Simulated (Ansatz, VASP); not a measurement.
# AlN in VASP and in Ansatz

File INCAR:

```
PREC = Accurate
ENCUT = 520
EDIFF = 1E-6
ISMEAR = 0
SIGMA = 0.05
LREAL = F
LASPH = T
NELM = 60
ALGO = Normal
ISIF = 2
LWAVE = F
LCHARG = F
GGA = PE
NBANDS = 26
```

File KPOINTS:

```
regular mesh
0
Gamma
  12 12 2
```

Contents of POSCAR:

```
AlN
1.0
    3.1302395626      0.0000000000      0.0000000000
   -1.5651197813      2.7108669811      0.0000000000
    0.0000000000      0.0000000000     10.0359593093
Al N
4 4
Direct
    0.3333333333      0.6666666667      0.0008643587
    0.3333333333      0.6666666667      0.5008643587
    0.6666666667      0.3333333333      0.2508643587
    0.6666666667      0.3333333333      0.7508643587
    0.3333333333      0.6666666667      0.1916356413
    0.3333333333      0.6666666667      0.6916356413
    0.6666666667      0.3333333333      0.4416356413
    0.6666666667      0.3333333333      0.9416356413
```

Input for Ansatz:

```yaml
crystal:
  lattice:
    - [3.1302395626, 0.0, 0.0]
    - [-1.5651197813, 2.7108669811, 0.0]
    - [0.0, 0.0, 10.0359593093]
  atoms:
    - { symbol: Al, position: [0.3333333333, 0.6666666667, 0.0008643587] }
    - { symbol: Al, position: [0.3333333333, 0.6666666667, 0.5008643587] }
    - { symbol: Al, position: [0.6666666667, 0.3333333333, 0.2508643587] }
    - { symbol: Al, position: [0.6666666667, 0.3333333333, 0.7508643587] }
    - { symbol: "N", position: [0.3333333333, 0.6666666667, 0.1916356413] }
    - { symbol: "N", position: [0.3333333333, 0.6666666667, 0.6916356413] }
    - { symbol: "N", position: [0.6666666667, 0.3333333333, 0.4416356413] }
    - { symbol: "N", position: [0.6666666667, 0.3333333333, 0.9416356413] }
basis:
  ecutwfc: 420
kpoints:
  mp_grid: { grid: [12, 12, 2] }
hamiltonian:
  xc: pbe
scf:
  occupations: { method: gaussian, width: 0.05 }
output:
  forces: true
  stress: true
  eigenvalues: true
  write_density: true
  write_potential: true
  elf: true
  volumetric_format: npy
```

Alike in both runs: task single point; functional PBE; k mesh 12 × 12 × 2; occupations gaussian, width 0.05 eV; no spin polarisation.

|  | VASP | Ansatz |
| --- | --- | --- |
| version | VASP 6.6.1 | Ansatz 0.2.0 |
| potentials or method | VASP PAW PBE potentials, release 64 (Al, N) | scalar-relativistic, plane waves, PAW |
| plane-wave cutoff (eV) | 520 | 420 |
| valence electrons in the cell | 32 | 32 |

|  | VASP | Ansatz | Ansatz less VASP |
| --- | --- | --- | --- |
| gap on the k mesh at the Fermi level (eV) | 4.04 | 4.03 | -0.009 |
| least direct gap on the mesh (eV) | 4.04 | 4.03 | -0.009 |
| pressure (GPa) | -0.3 | 0.0 | +0.27 |

A k mesh can miss the band edges.
